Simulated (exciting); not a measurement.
# CaSe (F-43m) in exciting: a series of runs

The runs below take CaSe through single point, with PBE.

Program: exciting (release sodium). These are calculated values, not measurements. Logs are shortened: lines on timing, memory, paths and dates and some standing lists are left out, and cuts for length are marked.

## Step 1: Starting point

Symmetry: F-43m, No. 216, cubic system. The conventional cell has a = 6.600 Å, b = 6.600 Å, c = 6.600 Å, α = 90.00°, β = 90.00°, γ = 90.00°. Around Se (site symmetry -43m) lie 4 Ca at 2.86 Å. Ca (site symmetry -43m) has 4 Se at 2.86 Å as nearest neighbours.

The cell comes from a database or a generator and needn't be the stable form of this composition.

## Step 2: Single point, PBE

input.xml reads:

```xml
<input>
  <title>CaSe</title>
  <structure speciespath="./" tshift="false">
    <crystal scale="1">
      <basevect>0.000000000000 6.236096211265 6.236096211265</basevect>
      <basevect>6.236096211265 0.000000000000 6.236096211265</basevect>
      <basevect>6.236096211265 6.236096211265 0.000000000000</basevect>
    </crystal>
    <species speciesfile="Se.xml" rmt="2">
      <atom coord="0.250000000000 0.250000000000 0.250000000000"/>
    </species>
    <species speciesfile="Ca.xml" rmt="2.2">
      <atom coord="0.000000000000 0.000000000000 0.000000000000"/>
    </species>
  </structure>
  <groundstate do="fromscratch" ngridk="7 7 7" rgkmax="9" gmaxvr="14" lmaxapw="10" lmaxmat="10" lmaxvr="8" xctype="GGA_PBE" stype="Gaussian" swidth="0.00073499" nempty="10" ValenceRelativity="iora*" epsengy="1e-05" epspot="1e-05" maxscl="60" tforce="true" outputlevel="low"/>
</input>
```

Potentials or basis: all-electron LAPW+lo, shipped species files, valence relativity iora*.

On the command line:

```bash
$ OMP_NUM_THREADS=1 exciting_smp
```

INFO.OUT:

```text
================================================================================
EXCITING SODIUM started
[... 10 lines left out ...]

 Lattice vectors (cartesian) :
      0.0000000000      6.2360962113      6.2360962113
      6.2360962113      0.0000000000      6.2360962113
      6.2360962113      6.2360962113      0.0000000000

 Reciprocal lattice vectors (cartesian) :
     -0.5037755267      0.5037755267      0.5037755267
      0.5037755267     -0.5037755267      0.5037755267
      0.5037755267      0.5037755267     -0.5037755267

 Unit cell volume                           :     485.0297934649
 Brillouin zone volume                      :       0.5114123231

 Species :    1 (Se)
     parameters loaded from                 :    Se.xml
     name                                   :    selenium

     atomic positions (lattice) :
       1 :   0.25000000  0.25000000  0.25000000

 Species :    2 (Ca)
     parameters loaded from                 :    Ca.xml
     name                                   :    calcium

     atomic positions (lattice) :
       1 :   0.00000000  0.00000000  0.00000000

 Total number of atoms per unit cell        :       2

 Spin treatment                             :    spin-unpolarised

 Number of Bravais lattice symmetries       :      48
 Number of crystal symmetries               :      24

 k-point grid                               :       7    7    7
 Total number of k-points                   :      30
 k-point set is reduced with crystal symmetries

 R^MT_min * |G+k|_max (rgkmax)              :       9.00000000

 G-vector grid sizes                        :      40    40    40
 Total number of G-vectors                  :   22419

 Total nuclear charge                       :     -54.00000000
 Total electronic charge                    :      54.00000000

 Number of empty states                     :      10
 Total number of valence states             :      24

 Exchange-correlation type                  :      20
     Perdew-Burke-Ernzerhof, Phys. Rev. Lett. 77, 3865 (1996)
     Generalised gradient approximation (GGA)

 Smearing scheme                            :    Gaussian
 Smearing width                             :       0.00073499

++++++++++++++++++++++++++++++++++++++++++++++++++++++++++++++++++++++++++++++++
+ Ending initialization                                                        +
++++++++++++++++++++++++++++++++++++++++++++++++++++++++++++++++++++++++++++++++

********************************************************************************
* Groundstate module started                                                   *
********************************************************************************
 Output level for this task is set to low

++++++++++++++++++++++++++++++++++++++++++++++++++++++++++++++++++++++++++++++++
[... 5 lines left out ...]
+ SCF iteration number :    1                                                  +
++++++++++++++++++++++++++++++++++++++++++++++++++++++++++++++++++++++++++++++++
 Total energy                               :     -3117.41445311
 _______________________________________________________________
 Fermi energy                               :         0.06215639
 DOS at Fermi energy (states/Ha/cell)       :         0.00000000
 Electron charge: Core leakage              :         0.00079361

 Estimated fundamental gap                  :         0.13559004
        valence-band maximum at   17      0.7143  0.2857  0.0000
     conduction-band minimum at    1      0.0000  0.0000  0.0000

++++++++++++++++++++++++++++++++++++++++++++++++++++++++++++++++++++++++++++++++
+ SCF iteration number :    2                                                  +
++++++++++++++++++++++++++++++++++++++++++++++++++++++++++++++++++++++++++++++++
 Total energy                               :     -3113.73026647
 _______________________________________________________________
 Fermi energy                               :         0.07529126
 DOS at Fermi energy (states/Ha/cell)       :         0.00000000
 Electron charge: Core leakage              :         0.00080344

 Estimated fundamental gap                  :         0.12436533
        valence-band maximum at   17      0.7143  0.2857  0.0000
     conduction-band minimum at    1      0.0000  0.0000  0.0000

 RMS change in effective potential (target) :  0.550458E-01  ( 0.100000E-04)
 Absolute change in total energy   (target) :   3.68419      ( 0.100000E-04)
 Charge distance                   (target) :  0.534195E-02  ( 0.100000E-04)
 Abs. change in max-nonIBS-force   (target) :   0.00000      ( 0.500000E-04)

++++++++++++++++++++++++++++++++++++++++++++++++++++++++++++++++++++++++++++++++
+ SCF iteration number :    3                                                  +
++++++++++++++++++++++++++++++++++++++++++++++++++++++++++++++++++++++++++++++++
 Total energy                               :     -3112.03570194
 _______________________________________________________________
 Fermi energy                               :         0.08309656
 DOS at Fermi energy (states/Ha/cell)       :         0.00000000
 Electron charge: Core leakage              :         0.00080473

 Estimated fundamental gap                  :         0.11908626
        valence-band maximum at   17      0.7143  0.2857  0.0000
     conduction-band minimum at    1      0.0000  0.0000  0.0000

 RMS change in effective potential (target) :  0.377789E-01  ( 0.100000E-04)
 Absolute change in total energy   (target) :   1.69456      ( 0.100000E-04)
 Charge distance                   (target) :  0.268709E-02  ( 0.100000E-04)
 Abs. change in max-nonIBS-force   (target) :   0.00000      ( 0.500000E-04)
[... 145 lines left out ...]
++++++++++++++++++++++++++++++++++++++++++++++++++++++++++++++++++++++++++++++++
+ SCF iteration number :   12                                                  +
++++++++++++++++++++++++++++++++++++++++++++++++++++++++++++++++++++++++++++++++
 Total energy                               :     -3110.76612602
 _______________________________________________________________
 Fermi energy                               :         0.09541945
 DOS at Fermi energy (states/Ha/cell)       :         0.00000000
 Electron charge: Core leakage              :         0.00079710

 Estimated fundamental gap                  :         0.11593292
        valence-band maximum at   17      0.7143  0.2857  0.0000
     conduction-band minimum at    1      0.0000  0.0000  0.0000

 RMS change in effective potential (target) :  0.249747E-08  ( 0.100000E-04)
 Absolute change in total energy   (target) :  0.405478E-05  ( 0.100000E-04)
 Charge distance                   (target) :  0.427595E-08  ( 0.100000E-04)
 Abs. change in max-nonIBS-force   (target) :   0.00000      ( 0.500000E-04)

++++++++++++++++++++++++++++++++++++++++++++++++++++++++++++++++++++++++++++++++
+ SCF iteration number :   13                                                  +
++++++++++++++++++++++++++++++++++++++++++++++++++++++++++++++++++++++++++++++++
 Total energy                               :     -3110.76612633
 _______________________________________________________________
 Fermi energy                               :         0.09541945
 DOS at Fermi energy (states/Ha/cell)       :         0.00000000
 Electron charge: Core leakage              :         0.00079710

 Estimated fundamental gap                  :         0.11593292
        valence-band maximum at   17      0.7143  0.2857  0.0000
     conduction-band minimum at    1      0.0000  0.0000  0.0000

 RMS change in effective potential (target) :  0.165401E-08  ( 0.100000E-04)
 Absolute change in total energy   (target) :  0.307571E-06  ( 0.100000E-04)
 Charge distance                   (target) :  0.548475E-09  ( 0.100000E-04)
 Abs. change in max-nonIBS-force   (target) :   0.00000      ( 0.500000E-04)

++++++++++++++++++++++++++++++++++++++++++++++++++++++++++++++++++++++++++++++++
| Convergency criteria checked for the last 2 iterations                       +
| Convergence targets achieved. Performing final SCF iteration                 +
++++++++++++++++++++++++++++++++++++++++++++++++++++++++++++++++++++++++++++++++
 Total energy                               :     -3110.76612646
 _______________________________________________________________
 Fermi energy                               :         0.09541945
 DOS at Fermi energy (states/Ha/cell)       :         0.00000000
 Electron charge: Core leakage              :         0.00079710

 Estimated fundamental gap                  :         0.11593292
        valence-band maximum at   17      0.7143  0.2857  0.0000
     conduction-band minimum at    1      0.0000  0.0000  0.0000

++++++++++++++++++++++++++++++++++++++++++++++++++++++++++++++++++++++++++++++++
+ Self-consistent loop stopped                                                 +
++++++++++++++++++++++++++++++++++++++++++++++++++++++++++++++++++++++++++++++++
 STATE.OUT is written

--------------------------------------------------------------------------------
- Writing atomic positions and forces                                          -
--------------------------------------------------------------------------------

 Atomic positions (lattice) :
 atom     1  Se  :     0.25000000    0.25000000    0.25000000
 atom     2  Ca  :     0.00000000    0.00000000    0.00000000

 Total atomic forces including IBS (cartesian) :
 atom     1  Se  :     0.00000000    0.00000000   -0.00000000
 atom     2  Ca  :    -0.00000000   -0.00000000    0.00000000

 Atomic force components including IBS (cartesian) :
 atom     1  Se  :     0.00000000   -0.00000000    0.00000000   HF force
                 :    -0.00000000    0.00000000    0.00000000   core correction
                 :     0.00000000   -0.00000000   -0.00000000   IBS correction
 atom     2  Ca  :    -0.00000000    0.00000000   -0.00000000   HF force
                 :     0.00000000   -0.00000000   -0.00000000   core correction
                 :    -0.00000000    0.00000000    0.00000000   IBS correction

********************************************************************************
* Groundstate module stopped                                                   *
********************************************************************************

================================================================================
| EXCITING SODIUM stopped                                                      =
================================================================================
```

It took 5.4 min on 1 thread of Arm Neoverse V2, shared host; peak memory 0.17 GiB.

What came out:

| Item | Value |
| --- | --- |
| Free energy | -84648.2586 eV |
| Band gap on the k mesh | 3.15 eV, indirect (least direct gap 3.24 eV) |

Levels at points of the mesh, in eV from the valence-band top:
```tsv
k point	band 10	band 11	band 12	band 13	band 14	band 15	band 16	band 17
(0.00, 0.00, 0.00)	-10.31	-0.09	-0.09	-0.09	3.15	5.34	5.34	7.29
```

Caveat: an odd mesh through Γ misses points on the zone boundary, where band edges often lie.

## Step 3: Single point, PBE

Changes to input.xml since step 2:

```diff
@@ -15,3 +15,3 @@
   </structure>
-  <groundstate do="fromscratch" ngridk="7 7 7" rgkmax="9" gmaxvr="14" lmaxapw="10" lmaxmat="10" lmaxvr="8" xctype="GGA_PBE" stype="Gaussian" swidth="0.00073499" nempty="10" ValenceRelativity="iora*" epsengy="1e-05" epspot="1e-05" maxscl="60" tforce="true" outputlevel="low"/>
+  <groundstate do="fromscratch" ngridk="7 7 7" rgkmax="9" gmaxvr="14" lmaxapw="10" lmaxmat="10" lmaxvr="8" xctype="GGA_PBE" stype="Gaussian" swidth="0.00183747" nempty="10" ValenceRelativity="iora*" epsengy="1e-05" epspot="1e-05" maxscl="60" tforce="true" outputlevel="normal"/>
 </input>
```

Potentials or basis: all-electron LAPW+lo, shipped species files, valence relativity iora*.

On the command line:

```bash
$ OMP_NUM_THREADS=1 exciting_smp
```

Wall time 5.3 min (1 thread of Arm Neoverse V2, shared host); peak memory 0.17 GiB.

The run converged. Its results:

```
Free energy                                       : -84648.2586 eV
Band gap on the k mesh                            : 3.15 eV, indirect (least direct gap 3.24 eV)
All electrons inside the program's atomic spheres : Se 31.29; Ca 17.91 (radii Se 2.0, Ca 2.2 bohr)
```

Levels at points of the mesh, in eV from the valence-band top:
```csv
k point,band 9,band 10,band 11,band 12,band 13,band 14,band 15,band 16,band 17,band 18
"(0.00, 0.00, 0.00)",-20.16,-10.31,-0.09,-0.09,-0.09,3.15,5.34,5.34,7.29,7.29
```

Caveat: an odd mesh through Γ misses points on the zone boundary, where band edges often lie.
